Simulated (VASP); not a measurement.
Sm, 1 atom in the cell. Symmetry: Im-3m, No. 229, cubic system. Conventional cell: a = 4.347 Å, b = 4.347 Å, c = 4.347 Å, α = 90.00°, β = 90.00°, γ = 90.00°. Around Sm (site symmetry m-3m) lie 8 Sm at 3.77 Å. The cell was built by a generator and needn't be a form met in nature.

```yaml
Program: VASP 6.6.1
Task: single point
Functional: PBE
Potentials_or_basis: VASP PAW PBE potentials, release 64 (Sm)
Cutoff: 520 eV
k_mesh: 8 × 8 × 8
Occupations: gaussian, width 0.05 eV
Spin: collinear spin, twin_end start
Starting_moments: "[6.65] μB"
Hubbard_terms: Sm f U = 6.0 eV
Dipole_correction: no
Further_INCAR_settings: ALGO = Normal; EDIFF = 1e-07; NBANDS = 18
```

Potentials or basis: VASP PAW PBE potentials, release 64 (Sm).

Command:

```console
$ cat potpaw_PBE.64/Sm/POTCAR > POTCAR
$ mpirun -np 1 vasp_std > vasp.out
```

Hardware: 1 thread of Intel(R) Xeon(R) Platinum 8488C (Sapphire Rapids), on a shared host.

Question: How long does it take, and how much memory?

Answer: It took 54 s on 1 thread of Intel(R) Xeon(R) Platinum 8488C (Sapphire Rapids) (shared host), peak memory 0.2 GiB. Counts: scf iterations 20, k points 29.
